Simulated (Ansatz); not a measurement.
# Cu (Cmcm) in Ansatz: a series of runs

Runs on Cu. Level: PBEsol. Tasks: relaxation of cell and atoms.

Program: Ansatz 0.2.0. These are calculated values, not measurements. Logs are shortened: lines on timing, memory, paths and dates and some standing lists are left out, and cuts for length are marked.

## (1) Starting point

The structure is orthorhombic, space group Cmcm (No. 63). The conventional cell has a = 2.437 Å, b = 7.953 Å, c = 2.475 Å, α = 90.00°, β = 90.00°, γ = 90.00°. Around Cu (site symmetry m2m) lie 10 Cu at 2.44 to 2.54 Å.

This isn't the form of Cu at room conditions, which is fcc.

## (2) Relaxation of cell and atoms, PBEsol

input.yaml

```yaml
crystal:
  lattice:
    - [1.21846369, -3.9763780104, 0.0]
    - [1.21846369, 3.9763780104, 0.0]
    - [0.0, 0.0, 2.4754955235]
  atoms:
    - { symbol: Cu, position: [0.86613335, 0.13386665, 0.75] }
    - { symbol: Cu, position: [0.13386665, 0.86613335, 0.25] }
kpoints:
  mp_grid: { grid: [11, 11, 11] }
scf:
  occupations: { method: fermi_dirac, width: 0.05 }
hamiltonian:
  xc: pbesol
  pseudopotentials: { kind: all_electron, lapw: { basis_error: 0.001 } }
output:
  forces: true
  stress: true
relax:
  f_tol: 0.01
  max_steps: 60
  cell: {}
```

Potentials or basis: all-electron LAPW, scalar-relativistic.

Launch:

```bash
$ ansatz run input.yaml --threads 1 --pin off --max-ram 3072MiB --backend cpu --events-out ev --progress --plain --runs-dir out
```

The log of the run:

```text
Warning: RAYON_NUM_THREADS=1 ignored (pool sized by the plan → 1); use --threads N
The last accepted step is kept in <dir> (removed where the run ends without a failure and the disk answers)
LAPW: plane waves up to 9.635 Å⁻¹, error target 1.0e-3 eV per atom; small_component_spin mean_spin; Cu in spheres of 1.182 Å, 19 of its electrons in bands, Dirac shells [] (how accurate: hamiltonian.pseudopotentials.lapw.basis_error, Limitations)
Engine: ansatz 0.2.0, aarch64-unknown-linux-gnu
Pseudopotentials: kind: all_electron
Pseudopotential: Cu, LAPW, valence charge 19, lapw/all_electron/scalar/gaussian/Cu, Koelling and Harmon's equation, gaussian nucleus
Functional definition: PBEsol
  exchange = pbesol_x
  correlation = pbesol_c
Crystal: 2 atoms, lattice volume = 23.988 Å³
Basis set: ecut = 353.65911977919154 eV, 369 PW (Γ), FFT grids on a1+a2, a2, a3, exchange–correlation at level 2
Bands: 23, of which v1, the nominal top of the filled ones, is band 19 counted from 1 (18 counted from 0)
Symmetry: 8 space group operations
Space group: Cmcm (ITA 63), of the structure as read, at distance tolerance 2.9e-5 Å
k-points: 216 of 1331
Non-local potential: Cu, projectors of the file, none
Initial density: superposition of atomic densities (chi_scale 0.1, normalization cell)
Initial wavefunctions: plane waves of lowest kinetic energy (no species holds an atomic orbital)
Functional: x = pbesol(κ = 0.804, μ = 0.12345679012345678), c = pbesol(β = 0.046)
iter 1 solved again at ethr=1.62e-3 eV; its pass at ethr=1.00e-1 eV (dr2=6.14e-1 eV) is discarded
SCF iter   1: F=—  HF=-89997.363056 eV  |F-HF|=—  |Δ(HF+E_count)|=         —  Δρ=6.56e-2  dr2=6.16e-1  ethr=1.62e-3  ⟨swp⟩=2.0  Hψ=34576  notcnv=0
preconditioner: auto → none  [metal: Δε(μ)=0.021 eV  Ē_g=9.522 eV  σ=0.050 eV  W_gap=0.10  n_scr=8 (ndim 8)  ℏωp=35.6 eV  f_vac=0.000  D(μ)=0.95/eV (n_scr^D=4)  sad-step TF]
SCF iter   2: F=—  HF=-89998.762257 eV  |F-HF|=—  |Δ(HF+E_count)|=    1.40e0  Δρ=3.14e-2  dr2=1.31e-1  ethr=1.62e-3  ⟨swp⟩=3.0  Hψ=17912  notcnv=0
iter 3 solved again at ethr=1.24e-5 eV; its pass at ethr=3.45e-4 eV (dr2=4.71e-3 eV) is discarded
SCF iter   3: F=—  HF=-89995.631466 eV  |F-HF|=—  |Δ(HF+E_count)|=    3.13e0  Δρ=4.01e-3  dr2=4.71e-3  ethr=1.24e-5  ⟨swp⟩=2.0  Hψ=27506  notcnv=0
SCF iter   4: F=—  HF=-89995.492578 eV  |F-HF|=—  |Δ(HF+E_count)|=   1.39e-1  Δρ=6.79e-3  dr2=7.06e-3  ethr=1.24e-5  ⟨swp⟩=3.0  Hψ=17322  notcnv=0
SCF iter   5: F=—  HF=-89995.480107 eV  |F-HF|=—  |Δ(HF+E_count)|=   1.25e-2  Δρ=1.18e-3  dr2=7.00e-4  ethr=1.24e-5  ⟨swp⟩=2.2  Hψ=14130  notcnv=0
SCF iter   6: F=—  HF=-89995.479820 eV  |F-HF|=—  |Δ(HF+E_count)|=   2.87e-4  Δρ=1.48e-4  dr2=3.48e-6  ethr=1.84e-6  ⟨swp⟩=2.0  Hψ=14098  notcnv=0
SCF iter   7: F=—  HF=-89995.479822 eV  |F-HF|=—  |Δ(HF+E_count)|=   1.95e-6  Δρ=5.54e-5  dr2=5.66e-7  ethr=9.17e-9  ⟨swp⟩=2.9  Hψ=14817  notcnv=0
SCF iter   8: F=—  HF=-89995.479819 eV  |F-HF|=—  |Δ(HF+E_count)|=   2.25e-6  Δρ=1.13e-5  dr2=2.56e-8  ethr=1.49e-9  ⟨swp⟩=2.2  Hψ=14157  notcnv=0
SCF iter   9: F=-89995.479819 eV  HF=-89995.479819 eV  |F-HF|=1.11e-9  |Δ(HF+E_count)|=   7.53e-8  Δρ=7.01e-7  dr2=8.77e-11  ethr=6.75e-11  ⟨swp⟩=2.4  Hψ=14197  notcnv=0
SCF 1 converged in 9 iterations: F = -89995.479819 eV  dr2 = 8.77e-11
relax step   1: F+E_penalty+E_count = -89995.47981926 eV  Δ(F+E_penalty+E_count) = +0.000e0 eV  max|allowed force component| = 5.346e-3 eV/Å  Δτ_max = 0.0000 Å  P = -1.525 GPa  Ω = 23.988 Å³  (9 SCF iters, accepted)
Crystal: 2 atoms, lattice volume = 23.869 Å³
Basis set: ecut = 354.835728343425 eV, 369 PW (Γ), FFT grids on a1+a2, a2, a3, exchange–correlation at level 2
Initial density: handed on by an earlier stage of this run
Initial wavefunctions: those handed on with the density
iter 1 solved again at ethr=2.11e-8 eV; its pass at ethr=1.00e-1 eV (dr2=8.03e-6 eV) is discarded
SCF iter   1: F=—  HF=-89995.480855 eV  |F-HF|=—  |Δ(HF+E_count)|=         —  Δρ=1.03e-4  dr2=1.77e-6  ethr=2.11e-8  ⟨swp⟩=5.0  Hψ=31348  notcnv=0
preconditioner: auto → none  [metal: Δε(μ)=0.056 eV  Ē_g=10.536 eV  σ=0.050 eV  W_gap=0.27  n_scr=8 (ndim 8)  ℏωp=35.6 eV  f_vac=0.000  D(μ)=0.48/eV (n_scr^D=2)]
SCF iter   2: F=—  HF=-89995.480855 eV  |F-HF|=—  |Δ(HF+E_count)|=   4.97e-7  Δρ=3.34e-5  dr2=2.35e-7  ethr=4.67e-9  ⟨swp⟩=2.0  Hψ=14089  notcnv=0
SCF iter   3: F=—  HF=-89995.480855 eV  |F-HF|=—  |Δ(HF+E_count)|=   6.26e-8  Δρ=3.74e-5  dr2=1.93e-7  ethr=6.17e-10  ⟨swp⟩=3.0  Hψ=14935  notcnv=0
iter 4 solved again at ethr=4.68e-12 eV; its pass at ethr=5.09e-10 eV (dr2=1.78e-9 eV) is discarded
SCF iter   4: F=-89995.480854 eV  HF=-89995.480854 eV  |F-HF|=1.56e-9  |Δ(HF+E_count)|=   3.91e-7  Δρ=3.36e-6  dr2=1.78e-9  ethr=4.68e-12  ⟨swp⟩=2.1  Hψ=24335  notcnv=0
SCF 2 converged in 4 iterations: F = -89995.480854 eV  dr2 = 1.78e-9
relax step   2: F+E_penalty+E_count = -89995.48085448 eV  Δ(F+E_penalty+E_count) = -1.035e-3 eV  max|allowed force component| = 2.783e-3 eV/Å  Δτ_max = 0.0000 Å  P = -0.788 GPa  Ω = 23.869 Å³  (4 SCF iters, accepted)
Crystal: 2 atoms, lattice volume = 23.737 Å³
Basis set: ecut = 356.14247600340906 eV, 369 PW (Γ), FFT grids on a1+a2, a2, a3, exchange–correlation at level 2
iter 1 solved again at ethr=4.95e-8 eV; its pass at ethr=1.00e-1 eV (dr2=1.88e-5 eV) is discarded
SCF iter   1: F=—  HF=-89995.481304 eV  |F-HF|=—  |Δ(HF+E_count)|=         —  Δρ=1.52e-4  dr2=3.96e-6  ethr=4.95e-8  ⟨swp⟩=4.6  Hψ=31204  notcnv=0
preconditioner: auto → none  [metal: Δε(μ)=0.047 eV  Ē_g=10.584 eV  σ=0.050 eV  W_gap=0.23  n_scr=8 (ndim 8)  ℏωp=35.7 eV  f_vac=0.000  D(μ)=0.47/eV (n_scr^D=2)]
SCF iter   2: F=—  HF=-89995.481303 eV  |F-HF|=—  |Δ(HF+E_count)|=   1.10e-6  Δρ=5.85e-5  dr2=6.52e-7  ethr=1.04e-8  ⟨swp⟩=2.0  Hψ=14088  notcnv=0
SCF iter   3: F=—  HF=-89995.481303 eV  |F-HF|=—  |Δ(HF+E_count)|=   3.03e-7  Δρ=4.70e-5  dr2=3.17e-7  ethr=1.71e-9  ⟨swp⟩=2.1  Hψ=14127  notcnv=0
iter 4 solved again at ethr=1.23e-11 eV; its pass at ethr=8.33e-10 eV (dr2=4.69e-9 eV) is discarded
SCF iter   4: F=-89995.481302 eV  HF=-89995.481302 eV  |F-HF|=7.19e-9  |Δ(HF+E_count)|=   8.38e-7  Δρ=4.65e-6  dr2=4.67e-9  ethr=1.23e-11  ⟨swp⟩=2.1  Hψ=24331  notcnv=0
SCF 3 converged in 4 iterations: F = -89995.481302 eV  dr2 = 4.67e-9
relax step   3: F+E_penalty+E_count = -89995.48130199 eV  Δ(F+E_penalty+E_count) = -4.475e-4 eV  max|allowed force component| = 1.514e-3 eV/Å  Δτ_max = 0.0001 Å  P = +0.055 GPa  Ω = 23.737 Å³  (4 SCF iters, accepted)
Crystal: 2 atoms, lattice volume = 23.747 Å³
Basis set: ecut = 356.0492719879556 eV, 369 PW (Γ), FFT grids on a1+a2, a2, a3, exchange–correlation at level 2
iter 1 solved again at ethr=1.49e-9 eV; its pass at ethr=1.00e-1 eV (dr2=5.67e-7 eV) is discarded
SCF iter   1: F=—  HF=-89995.481307 eV  |F-HF|=—  |Δ(HF+E_count)|=         —  Δρ=4.15e-5  dr2=1.05e-6  ethr=1.49e-9  ⟨swp⟩=4.3  Hψ=30942  notcnv=0
preconditioner: auto → none  [metal: Δε(μ)=0.046 eV  Ē_g=10.582 eV  σ=0.050 eV  W_gap=0.22  n_scr=8 (ndim 8)  ℏωp=35.7 eV  f_vac=0.000  D(μ)=0.47/eV (n_scr^D=2)]
SCF iter   2: F=—  HF=-89995.481307 eV  |F-HF|=—  |Δ(HF+E_count)|=   3.00e-7  Δρ=1.53e-5  dr2=1.08e-7  ethr=1.49e-9  ⟨swp⟩=3.0  Hψ=15498  notcnv=0
iter 3 solved again at ethr=2.82e-11 eV; its pass at ethr=2.84e-10 eV (dr2=1.07e-8 eV) is discarded
SCF iter   3: F=-89995.481307 eV  HF=-89995.481307 eV  |F-HF|=3.62e-8  |Δ(HF+E_count)|=   3.88e-8  Δρ=7.84e-6  dr2=1.07e-8  ethr=2.82e-11  ⟨swp⟩=2.0  Hψ=24296  notcnv=0
SCF 4 converged in 3 iterations: F = -89995.481307 eV  dr2 = 1.07e-8
relax step   4: F+E_penalty+E_count = -89995.48130699 eV  Δ(F+E_penalty+E_count) = -5.003e-6 eV  max|allowed force component| = 6.399e-5 eV/Å  Δτ_max = 0.0002 Å  P = +0.001 GPa  Ω = 23.747 Å³  (3 SCF iters, accepted)
iter 1 solved again at ethr=2.62e-11 eV; its pass at ethr=1.00e-1 eV (dr2=9.97e-9 eV) is discarded
SCF iter   1: F=—  HF=-89995.481308 eV  |F-HF|=—  |Δ(HF+E_count)|=         —  Δρ=7.91e-6  dr2=1.08e-8  ethr=2.62e-11  ⟨swp⟩=4.5  Hψ=34291  notcnv=0  reapply=106
SCF iter   2: F=-89995.481307 eV  HF=-89995.481308 eV  |F-HF|=6.82e-8  |Δ(HF+E_count)|=   3.46e-9  Δρ=4.50e-6  dr2=2.82e-9  ethr=2.62e-11  ⟨swp⟩=3.0  Hψ=15076  notcnv=0
SCF 5 converged in 2 iterations: F = -89995.481307 eV  dr2 = 2.82e-9
relax step   5: F+E_penalty+E_count = -89995.48130749 eV  Δ(F+E_penalty+E_count) = -4.985e-7 eV  max|allowed force component| = 1.053e-4 eV/Å  Δτ_max = 0.0000 Å  P = -0.001 GPa  Ω = 23.747 Å³  stress off target by 3.72e-3 GPa  SCF on the basis re-selected at this cell (its energy is not comparable with the rows above)  (2 SCF iters)
basis re-selected at this cell: Δ(F+E_penalty+E_count) = -4.985e-7 eV, ΔP = -0.001 GPa vs the last step (what re-selecting the basis moved, after the strain that the cell walked since its last selection, with what the two solves' SCF thresholds leave and, on support functions, any second-order correction that the steps lacked; it is no measure of the basis error at this ecutwfc). This SCF's stress stands 3.72e-3 GPa from its target on what of the cell is left free (relax.cell.stress_tol is 5.00e-2 GPa) and its largest allowed force component is 1.05e-4 eV/Å (relax.f_tol is 1.00e-2 eV/Å): within both
SCF converged after 2 iterations
Free energy (F): -89995.481307 eV
Harris-Foulkes:  -89995.481308 eV  (|F-HF|=6.82e-8)
Internal energy: -89995.477282 eV  (E = F + TS)
E sigma→0 (E₀):  -89995.479295 eV
Entropy (-TS):   -0.004025 eV (-2.013 meV/atom)
Fermi energy:    16.315516 eV
--- Per-component energies (eV) ---
  E_band       = -734.326233
  E_kinetic    = 91532.377954
  E_xc         = -3606.938003
  E_electrostatic = -177920.917233  (all electrons and nuclei)
  E_smearing   = -0.004025  (= −TS)
  E_closure    = 0.000000  (closes the sum)
  E_atoms      = -89987.119702  (free atoms, spherical and without spin; not in F)
  Σ components = -89995.481307   (vs F -89995.481307, Δ=0.00e0)
  Basis errors (estimates in eV, not in F): energy 2.9e-4 per atom: plane waves 2.6e-4 (1.4e-4 summed), levels above the bands 3.8e-69, relativity 9.8e-9, radial functions 2.3e-5, core shells 2.8e-10; eigenvalues (radial functions only) 1.6e-7; not estimated: angular momenta, meshes, grids; target (lapw.basis_error) 1.0e-3; muffin-tin radii Cu 1.178 Å
--- Forces (eV/Å), atoms counted from 1 ---
  atom   1  Cu     0.00000000    -0.00010532     0.00000000
  atom   2  Cu    -0.00000000     0.00010532     0.00000000
  max |Σ_I F_I| component: 2.78e-17 eV/Å
--- Stress (GPa, compression-positive) ---
        0.002358      -0.000000       0.000000
       -0.000000      -0.003724       0.000000
        0.000000       0.000000      -0.000984
  P = ⅓ Tr σ = -0.0008 GPa (-0.008 kbar)
--- Relaxed structure (4 steps of the walk, 4 accepted, 1 SCFs on fresh bases) ---
  F+E_penalty+E_count = -89995.48130749 eV   max|allowed force component| = 1.053e-4 eV/Å   (the final SCF, on the basis selected at the relaxed cell)
  cell:  # Å, volume = 23.7468 Å³
    - [1.2158375766956921, -3.946373329951287, 1.747578497528464e-18]
    - [1.2158375766956921, 3.946373329951287, -1.747578497528464e-18]
    - [0.0, -1.0879556059011065e-18, 2.474576081980169]
  atoms:
    - { symbol: Cu, position: [0.8661007500961742, 0.1338992499038259, 0.7500000000000001] }
    - { symbol: Cu, position: [0.1338992499038259, 0.8661007500961742, 0.25] }
```

It took 1.9 min on 1 thread of Arm Neoverse V2, shared host; peak memory 0.64 GiB.

Results:

```
Free energy                            : -89995.4813 eV
Relaxed volume                         : 11.87 Å³/atom
Relaxed cell                           : a = 4.129 Å, b = 4.129 Å, c = 2.475 Å, α = 90.00°, β = 90.00°, γ = 145.75°
Space group after relaxing (to 0.05 Å) : Cmcm (No. 63)
Energy gained by relaxing              : 0.7 meV/atom
Ionic steps                            : 5
Pressure after relaxing                : 0.0 GPa
```

The path:
| step | energy change (eV) | largest force (eV/Å) | volume (Å³) |
| --- | --- | --- | --- |
| 1 | 0.0000 | 0.0053 | 23.99 |
| 2 | -0.0010 | 0.0028 | 23.87 |
| 3 | -0.0015 | 0.0015 | 23.74 |
| 4 | -0.0015 | 0.0001 | 23.75 |
| 5 | -0.0015 | 0.0001 | 23.75 |

Final structure:
```xyz
2
Lattice="1.2158 -3.9464 0.0000 1.2158 3.9464 0.0000 0.0000 0.0000 2.4746" Properties=species:S:1:pos:R:3 pbc="T T T"
Cu    1.2158   -2.8895    1.8559
Cu    1.2158    2.8895    0.6186
```

## (3) Relaxation of cell and atoms, PBEsol, target pressure 2 GPa, at which the enthalpy is minimised

Changes to input.yaml since step 2:

```diff
@@ -21,2 +21,2 @@
   max_steps: 60
-  cell: {}
+  cell: { p_target: 2.0 }
```

Potentials or basis: all-electron LAPW, scalar-relativistic.

Launch:

```bash
$ ansatz run input.yaml --threads 1 --pin off --max-ram 3072MiB --backend cpu --events-out ev --progress --plain --runs-dir out
```

Run time: 1.9 min. Hardware: 1 thread of Arm Neoverse V2, shared host; peak memory 0.63 GiB.

The run converged. Its results:

```
Free energy                                            : -89995.4794 eV
Relaxed volume                                         : 11.72 Å³/atom
Relaxed cell                                           : a = 4.114 Å, b = 4.114 Å, c = 2.464 Å, α = 90.00°, β = 90.00°, γ = 145.79°
Space group after relaxing (to 0.05 Å)                 : Cmcm (No. 63)
Energy change on relaxing (the enthalpy is what falls) : +0.2 meV/atom
Ionic steps                                            : 5
Pressure after relaxing                                : 2.0 GPa
```

The path:
| step | energy change (eV) | largest force (eV/Å) | volume (Å³) |
| --- | --- | --- | --- |
| 1 | 0.0000 | 0.0053 | 23.99 |
| 2 | -0.0013 | 0.0001 | 23.71 |
| 3 | 0.0006 | 0.0001 | 23.43 |
| 4 | 0.0004 | 0.0001 | 23.44 |
| 5 | 0.0004 | 0.0002 | 23.44 |

Final structure:
```cif
data_structure
_symmetry_space_group_name_H-M 'P 1'
_symmetry_Int_Tables_number 1
_cell_length_a 4.1136
_cell_length_b 4.1136
_cell_length_c 2.4642
_cell_angle_alpha 90.000
_cell_angle_beta 90.000
_cell_angle_gamma 145.791
_cell_volume 23.44
loop_
_atom_site_label
_atom_site_type_symbol
_atom_site_fract_x
_atom_site_fract_y
_atom_site_fract_z
_atom_site_occupancy
Cu1 Cu 0.86625 0.13375 0.75000 1
Cu2 Cu 0.13375 0.86625 0.25000 1
```

[end of part 1 of 2]
